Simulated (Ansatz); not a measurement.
A plane-wave DFT run in Ansatz 0.2.0 (scalar-relativistic PAW potentials unless the input names others): input and command.

```yaml
crystal:
  lattice:
    - [1.4622939807, 0.8442558234, 6.020743148]
    - [-1.4622939807, 0.8442558234, 6.020743148]
    - [0.0, -1.6885116468, 6.020743148]
  atoms:
    - { symbol: Co, position: [0.5, 0.5, 0.5] }
    - { symbol: Pt, position: [0.0, 0.0, 0.0] }
    - { symbol: O, position: [0.8871668973, 0.8871668973, 0.8871668973] }
    - { symbol: O, position: [0.1128331027, 0.1128331027, 0.1128331027] }
basis:
  ecutwfc: 420
kpoints:
  mp_grid: { grid: [18, 18, 18] }
hamiltonian:
  xc: pbe
  hubbard: { sites: [{ species: Co, l: d, u_eff: 20.0 }] }
scf:
  occupations: { method: gaussian, width: 0.1 }
  max_iter: 80
output:
  forces: true
  eigenvalues: true
  stress: true
```

```bash
ansatz run input.yaml --threads 1 --pin off --max-ram 2560MiB --backend cpu --events-out ev --progress --plain --runs-dir out
```

Abridged log:
```
Basis set: ecut = 420 eV, 867 PW (Γ), FFT grids on a1−a3, a2−a3, a3, exchange–correlation on 40×40×90 points (8 copies of the dense FFT grid, shifted against one another)
Bands: 29, of which v1, the nominal top of the filled ones, is band 24 counted from 1 (23 counted from 0)
Symmetry: 12 space group operations
k-points: 580 of 5832
SCF iter   1: F=—  HF=-18779.946840 eV  |F-HF|=—  |Δ(HF+E_count)|=         —  Δρ=5.42e-1  dr2=1.87e2  ethr=3.10e-3  ⟨swp⟩=5.6  Hψ=58575  notcnv=0
SCF iter   2: F=—  HF=-18773.583281 eV  |F-HF|=—  |Δ(HF+E_count)|=    6.36e0  Δρ=4.59e-1  dr2=6.24e1  ethr=3.10e-3  ⟨swp⟩=4.0  Hψ=52547  notcnv=0  defer=503
SCF iter   3: F=—  HF=-18767.621738 eV  |F-HF|=—  |Δ(HF+E_count)|=    5.96e0  Δρ=1.14e-1  dr2=3.14e0  ethr=3.10e-3  ⟨swp⟩=4.0  Hψ=45596  notcnv=0  defer=580
SCF iter   4: F=—  HF=-18772.027678 eV  |F-HF|=—  |Δ(HF+E_count)|=    4.41e0  Δρ=1.90e-1  dr2=1.07e1  ethr=3.10e-3  ⟨swp⟩=2.1  Hψ=32490  notcnv=0  defer=733  recentre
SCF iter   5: F=—  HF=-18773.232782 eV  |F-HF|=—  |Δ(HF+E_count)|=    1.21e0  Δρ=1.60e-1  dr2=7.71e0  ethr=3.10e-3  ⟨swp⟩=2.0  Hψ=32684  notcnv=0  defer=757
SCF iter   6: F=—  HF=-18773.828473 eV  |F-HF|=—  |Δ(HF+E_count)|=   5.96e-1  Δρ=5.93e-2  dr2=2.38e0  ethr=3.10e-3  ⟨swp⟩=3.1  Hψ=38906  notcnv=0  defer=720
SCF iter   7: F=—  HF=-18773.762805 eV  |F-HF|=—  |Δ(HF+E_count)|=   6.57e-2  Δρ=4.20e-2  dr2=1.21e0  ethr=3.10e-3  ⟨swp⟩=2.0  Hψ=23239  notcnv=0  defer=720
SCF iter   8: F=—  HF=-18773.623950 eV  |F-HF|=—  |Δ(HF+E_count)|=   1.39e-1  Δρ=2.37e-2  dr2=4.84e-1  ethr=2.58e-3  ⟨swp⟩=2.0  Hψ=23559  notcnv=0  defer=732
   ...
SCF iter  11: F=—  HF=-18773.515326 eV  |F-HF|=—  |Δ(HF+E_count)|=   4.41e-4  Δρ=3.94e-3  dr2=6.23e-3  ethr=1.65e-5  ⟨swp⟩=2.0  Hψ=30803  notcnv=0  defer=769
SCF iter  12: F=—  HF=-18773.514944 eV  |F-HF|=—  |Δ(HF+E_count)|=   3.83e-4  Δρ=1.50e-3  dr2=8.44e-4  ethr=1.32e-5  ⟨swp⟩=1.5  Hψ=17859  notcnv=0  defer=769
SCF iter  13: F=—  HF=-18773.514936 eV  |F-HF|=—  |Δ(HF+E_count)|=   7.38e-6  Δρ=3.68e-4  dr2=5.58e-5  ethr=1.79e-6  ⟨swp⟩=2.1  Hψ=21171  notcnv=0  defer=769
SCF iter  14: F=—  HF=-18773.514942 eV  |F-HF|=—  |Δ(HF+E_count)|=   5.94e-6  Δρ=8.23e-5  dr2=2.09e-6  ethr=1.19e-7  ⟨swp⟩=2.3  Hψ=26561  notcnv=0  defer=769
SCF iter  15: F=—  HF=-18773.514944 eV  |F-HF|=—  |Δ(HF+E_count)|=   1.49e-6  Δρ=3.02e-5  dr2=2.31e-7  ethr=4.44e-9  ⟨swp⟩=2.0  Hψ=28374  notcnv=0  defer=769
SCF iter  16: F=—  HF=-18773.514944 eV  |F-HF|=—  |Δ(HF+E_count)|=   3.17e-7  Δρ=2.74e-5  dr2=1.79e-7  ethr=2.13e-10  ⟨swp⟩=10.3  Hψ=79685  notcnv=0
SCF iter  17: F=—  HF=-18773.514944 eV  |F-HF|=—  |Δ(HF+E_count)|=   2.02e-7  Δρ=4.20e-5  dr2=5.48e-7  ethr=3.81e-10  ⟨swp⟩=2.0  Hψ=28988  notcnv=0  recentre
SCF iter  18: F=-18773.514944 eV  HF=-18773.514944 eV  |F-HF|=1.52e-9  |Δ(HF+E_count)|=   6.88e-8  Δρ=5.26e-6  dr2=7.28e-9  ethr=2.13e-10  ⟨swp⟩=3.1  Hψ=67684  notcnv=0
SCF 1 converged in 18 iterations: F = -18773.514944 eV  dr2 = 7.28e-9
SCF converged after 18 iterations
Free energy (F): -18773.514944 eV
Harris-Foulkes:  -18773.514944 eV  (|F-HF|=1.52e-9)
Internal energy: -18773.511650 eV  (E = F + TS)
E sigma→0 (E₀):  -18773.513297 eV
Entropy (-TS):   -0.003294 eV (-0.824 meV/atom)
Fermi energy:    15.178319 eV
--- Forces (eV/Å), atoms counted from 1 ---
  atom   1  Co     0.00000000     0.00000000     0.00000000
  atom   2  Pt     0.00000000     0.00000000     0.00000000
  atom   3  O      0.00000000     0.00000000     0.29028079
  atom   4  O      0.00000000     0.00000000    -0.29028079
--- Stress (GPa, compression-positive) ---
       -4.638396       0.000000       0.000000
        0.000000      -4.638396       0.000000
        0.000000       0.000000      -2.537926
  P = ⅓ Tr σ = -3.9382 GPa (-39.382 kbar)
Occupation matrices written to <dir>
```

Task: Find the fault.

Result: The fault is an enormous or negative U (hamiltonian.hubbard: not typed → {"sites": [{"species": "Co", "l": "d", "u_eff": 20.0}]}, the first being the value of the sound run). Setting it back cures it. The run converged all the same, with an energy at zero smearing 2.2 eV/atom above the reference's (the Hamiltonian itself differs), pressure -3.94 GPa, largest force 0.290 eV/Å, no gap on the mesh, so convergence alone doesn't show that an input is right. A reference run on usual settings, whose relaxation ended at this geometry, converged, and the end of its own relaxation has pressure -11.45 GPa, largest force 0.000 eV/Å, no gap on the mesh (its cell was held, or driven to that pressure on purpose).

Time: 110 s on 1 thread of Intel(R) Xeon(R) Platinum 8375C CPU @ 2.90GHz (Ice Lake), with other jobs on the host, peak memory 1.3 GiB.